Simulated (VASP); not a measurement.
All values below come from PBE GGA with D3 dispersion (Becke-Johnson damping), VASP's PBE PAW potentials (set 64) (plane waves; VASP).

A VASP calculation is set up with these files.

KPOINTS:
```
Automatic mesh
0
Gamma
6 6 1
0 0 0
```

File POSCAR:
```
Sb2Te3
1
    4.2830772598    -0.0000000000     0.0000000000
   -2.1415386299     3.7092534898    -0.0000000000
   -0.0000000000     0.0000000000    29.7181515690
Sb Te
6 9
Direct
  0.3333330000   0.6666670000   0.0655188033
  0.3333330000   0.6666670000   0.2678151967
  0.0000000000   0.0000000000   0.3988518033
  0.0000000000   0.0000000000   0.6011481967
  0.6666670000   0.3333330000   0.7321848033
  0.6666670000   0.3333330000   0.9344811967
  0.0000000000   0.0000000000   0.0000000000
  0.0000000000   0.0000000000   0.2102177307
  0.6666670000   0.3333330000   0.1231152693
  0.6666670000   0.3333330000   0.3333330000
  0.6666670000   0.3333330000   0.5435507307
  0.3333330000   0.6666670000   0.4564492693
  0.3333330000   0.6666670000   0.6666670000
  0.3333330000   0.6666670000   0.8768847307
  0.0000000000   1.0000000000   0.7897822693
```

INCAR:
```
SYSTEM=Sb2Te3
PREC=Accurate; ENCUT=480; LREAL=Auto
LASPH=.True.
EDIFF=1E-6; NELM=100; ALGO=Normal
LMAXMIX=4
ISMEAR=0; SIGMA=0.05
GGA=PE; IVDW=12
IBRION=2; NSW=60; ISIF=3
EDIFFG=-0.02
LWAVE=.False.; LCHARG=.False.
```

POTCAR, in this order: Sb Te (PBE.64 set). Program: vasp_std.

Output

OSZICAR:
```
       N       E                     dE             d eps       ncg     rms          rms(c)
DAV:   1     0.447165338224E+03    0.44717E+03   -0.28382E+04   700   0.127E+03
DAV:   2    -0.596952531461E+01   -0.45313E+03   -0.44118E+03   838   0.200E+02
DAV:   3    -0.533325679895E+02   -0.47363E+02   -0.46203E+02   844   0.654E+01
DAV:   4    -0.550964085391E+02   -0.17638E+01   -0.17445E+01   880   0.131E+01
DAV:   5    -0.551653641854E+02   -0.68956E-01   -0.68768E-01  1004   0.264E+00    0.169E+01
DAV:   6    -0.548518059418E+02    0.31356E+00   -0.10288E+00   824   0.276E+00    0.119E+01
DAV:   7    -0.549061657520E+02   -0.54360E-01   -0.86502E-01   876   0.277E+00    0.389E+00
DAV:   8    -0.548727664731E+02    0.33399E-01   -0.19658E-01   892   0.152E+00    0.129E+00
DAV:   9    -0.548713155426E+02    0.14509E-02   -0.24009E-02   872   0.425E-01    0.889E-01
DAV:  10    -0.548716836837E+02   -0.36814E-03   -0.27418E-03   836   0.185E-01    0.236E-01
DAV:  11    -0.548713291581E+02    0.35453E-03   -0.27535E-03   924   0.150E-01    0.953E-02
DAV:  12    -0.548713729910E+02   -0.43833E-04   -0.49737E-04   864   0.661E-02    0.689E-02
DAV:  13    -0.548713863749E+02   -0.13384E-04   -0.54244E-05  1024   0.226E-02    0.315E-02
DAV:  14    -0.548713871341E+02   -0.75918E-06   -0.33434E-05   904   0.212E-02    0.221E-02
DAV:  15    -0.548713878878E+02   -0.75370E-06   -0.30974E-06   626   0.696E-03
   1 F= -.61785765E+02 E0= -.61785468E+02  d E =-.617858E+02
       N       E                     dE             d eps       ncg     rms          rms(c)
DAV:   1    -0.548715078179E+02   -0.12068E-03   -0.29759E-02   726   0.491E-01    0.860E-02
DAV:   2    -0.548713953450E+02    0.11247E-03   -0.82319E-04   836   0.100E-01    0.577E-02
DAV:   3    -0.548713766182E+02    0.18727E-04   -0.12385E-04   854   0.344E-02    0.317E-02
DAV:   4    -0.548713650581E+02    0.11560E-04   -0.23255E-05   910   0.164E-02    0.160E-02
DAV:   5    -0.548713642850E+02    0.77312E-06   -0.12285E-05   836   0.117E-02    0.536E-03
DAV:   6    -0.548713645205E+02   -0.23552E-06   -0.10525E-06   424   0.359E-03
   2 F= -.61786708E+02 E0= -.61786386E+02  d E =-.942981E-03
```

**OUTCAR**
```
------------------------ aborting loop because EDIFF is reached ----------------------------------------
 Edisp (eV)   -6.91534
  FORCE on cell =-STRESS in cart. coord.  units (eV):
  Direction    XX          YY          ZZ          XY          YZ          ZX
  --------------------------------------------------------------------------------------
  Total      -0.17779    -0.17779     0.26894    -0.00000     0.00000     0.00000
  in kB      -0.60342    -0.60342     0.91277    -0.00000     0.00000     0.00000
  external pressure =       -0.10 kB  Pullay stress =        0.00 kB
  volume of cell :      472.06
      direct lattice vectors                 reciprocal lattice vectors
     4.279685339  0.000000000  0.000000000     0.233662038  0.134904849  0.000000000
    -2.139842670  3.706316001  0.000000000     0.000000000  0.269809698  0.000000000
     0.000000000  0.000000000 29.760919907     0.000000000  0.000000000  0.033601112
 POSITION                                       TOTAL-FORCE (eV/Angst)
 -----------------------------------------------------------------------------------
     -0.00000      2.47088      1.95056        -0.000000      0.000000      0.010657
     -0.00000      2.47088      7.96976         0.000000     -0.000000     -0.010657
      2.13984      3.70632     11.87086        -0.000000      0.000000      0.010657
      0.00000      0.00000     17.89006        -0.000000     -0.000000     -0.010657
      2.13984      1.23544     21.79116         0.000000      0.000000      0.010657
      2.13984      1.23544     27.81036         0.000000     -0.000000     -0.010657
     -2.13984      3.70632     29.76092         0.000000      0.000000     -0.000000
      0.00000      0.00000      6.25561        -0.000000      0.000000     -0.008237
      2.13984      1.23544      3.66469         0.000000     -0.000000      0.008237
      2.13984      1.23544      9.92030        -0.000000      0.000000     -0.000000
      2.13984      1.23544     16.17590        -0.000000      0.000000     -0.008237
     -0.00000      2.47088     13.58502         0.000000     -0.000000      0.008237
     -0.00000      2.47088     19.84062         0.000000      0.000000     -0.000000
     -0.00000      2.47088     26.09623        -0.000000      0.000000     -0.008237
      2.13984      3.70632     23.50531         0.000000     -0.000000      0.008237
 -----------------------------------------------------------------------------------
    total drift:                                0.000000     -0.000000      0.000000
  FREE ENERGIE OF THE ION-ELECTRON SYSTEM (eV)
  ---------------------------------------------------
  free  energy   TOTEN  =       -61.7867076124 eV

  energy  without entropy=      -61.7860641881  energy(sigma->0) =      -61.78638590

 reached required accuracy - stopping structural energy minimisation
```
(Selected blocks of OUTCAR.)

CONTCAR:
```
Sb2Te3
   1.00000000000000
     4.2796853394656935    0.0000000000000000    0.0000000000000000
    -2.1398426697328468    3.7063160011540091    0.0000000000000000
     0.0000000000000000    0.0000000000000000   29.7609199074414796
  Sb              Te
     6     9
Direct
     0.3333330000000032    0.6666669999999968    0.0655411492506612
     0.3333330000000032    0.6666669999999968    0.2677928507493396
     1.0000000000000000    1.0000000000000000    0.3988741492506572
     0.0000000000000000    0.0000000000000000    0.6011258507493428
     0.6666669999999968    0.3333330000000032    0.7322071492506604
     0.6666669999999968    0.3333330000000032    0.9344588507493389
     0.0000000000000000    1.0000000000000000    1.0000000000000000
     0.0000000000000000    0.0000000000000000    0.2101953083086334
     0.6666669999999968    0.3333330000000032    0.1231376916913698
     0.6666669999999968    0.3333330000000032    0.3333330000000032
     0.6666669999999968    0.3333330000000032    0.5435283083086295
     0.3333330000000032    0.6666669999999968    0.4564716916913705
     0.3333330000000032    0.6666669999999968    0.6666669999999968
     0.3333330000000032    0.6666669999999968    0.8768623083086302
     1.0000000000000000    1.0000000000000000    0.7898046916913666
```

The compound is Sb2Te3 in the tetradymite structure. This run relaxes it. Symmetry was kept, so distortions that lower it aren't found. The start is the result of an earlier pass.
